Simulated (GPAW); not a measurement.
A run of GPAW 26.7.0:

The input run.py:

```python
import numpy as np
from ase import Atoms
from ase.dft.bandgap import bandgap
from ase.io import write
from gpaw import GPAW, PW
from gpaw.response.df import DielectricFunction

atoms = Atoms(['Pb', 'F', 'F'],
              cell=[[0.0, 2.96366, 2.96366],
                    [2.96366, 0.0, 2.96366],
                    [2.96366, 2.96366, 0.0]],
              scaled_positions=[[0.0, 0.0, 0.0],
                                [0.75, 0.75, 0.75],
                                [0.25, 0.25, 0.25]],
              pbc=True)

calc = GPAW(mode=PW(600),
            xc='LDA',
            kpts={'size': (6, 6, 6), 'gamma': True},
            occupations={'name': 'fermi-dirac', 'width': 0.001},
            nbands=25,
            convergence={'density': 1e-06},
            maxiter=150,
            txt='gpaw.txt')
atoms.calc = calc
energy = atoms.get_potential_energy()
calc.write('gs.gpw')
write('result.traj', atoms)
print(f'Energy: {energy:.6f} eV')
print('Fermi level:', round(calc.get_fermi_level(), 4), 'eV')
print(f'Gap: {bandgap(calc)[0]:.4f} eV, direct: {bandgap(calc, direct=True)[0]:.4f} eV')

for size in [(14, 14, 14), (20, 20, 20)]:
    name = 'x'.join(str(n) for n in size)
    dense = calc.fixed_density(kpts={'size': size, 'gamma': True},
                               nbands=50, convergence={'bands': 44, 'eigenstates': 1e-7},
                               update_fermi_level=True, txt=f'dense-{name}.txt')
    dense.write(f'{name}.gpw', mode='all')
    df = DielectricFunction(f'{name}.gpw', frequencies=np.array([0.0]), hilbert=False, eta=0.001,
                            ecut=80, nbands=44, intraband=False, txt=f'df-{name}.txt')
    for xc in ['RPA', 'LR0.1', 'Bootstrap']:
        for direction in ['x', 'y', 'z', [0, 1, 1], [1, 0, 1], [1, 1, 0]]:
            e0, e = df.get_macroscopic_dielectric_constant(xc=xc, direction=direction)
            print(f'{name} {xc} {direction}: {e0:.4f} without, {e:.4f} with local fields')
```

Potentials or basis: the program's PAW data sets (release 1.2.1) made for this functional, pw.

Launch:

```console
$ OMP_NUM_THREADS=1 python run.py
```

Hardware: 1 thread of Intel(R) Xeon(R) 6975P-C (Granite Rapids), on a shared host.

**Question.** Estimate the wall time of this run.

**Answer.** Run time: 7.7 min on 1 thread of Intel(R) Xeon(R) 6975P-C (Granite Rapids), on a shared host, peak memory 1 GiB. Counts: scf iterations 43, plane waves 1807, bands 25, k points 16.
